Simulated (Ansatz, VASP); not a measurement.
# One calculation of Si, two programs

```
Si
1.0
     0.00000    2.78370    2.78370
     2.78370    0.00000    2.78370
     2.78370    2.78370    0.00000
Si
2
Cartesian
  2.7837 2.7837 2.7837
  4.1756 4.1756 4.1756
```

Alike in both runs: task single point; functional revPBE; k mesh 9 × 9 × 9; occupations fermi-dirac, width 0.05 eV; no spin polarisation.

|  | VASP | Ansatz |
| --- | --- | --- |
| version | VASP 6.6.1 | Ansatz 0.2.0 |
| potentials or method | VASP PAW PBE potentials, release 64 (Si) | plane waves (420 eV) with PAW, scalar-relativistic |
| plane-wave cutoff (eV) | 520 | 420 |
| valence electrons in the cell | 8 | 8 |

|  | VASP | Ansatz | Ansatz less VASP |
| --- | --- | --- | --- |
| pressure (GPa) | -3.3 | -3.1 | +0.17 |

Caveats: the PAW data sets were made with another functional, which shifts forces and pressure a little (VASP). A k mesh can miss the band edges.
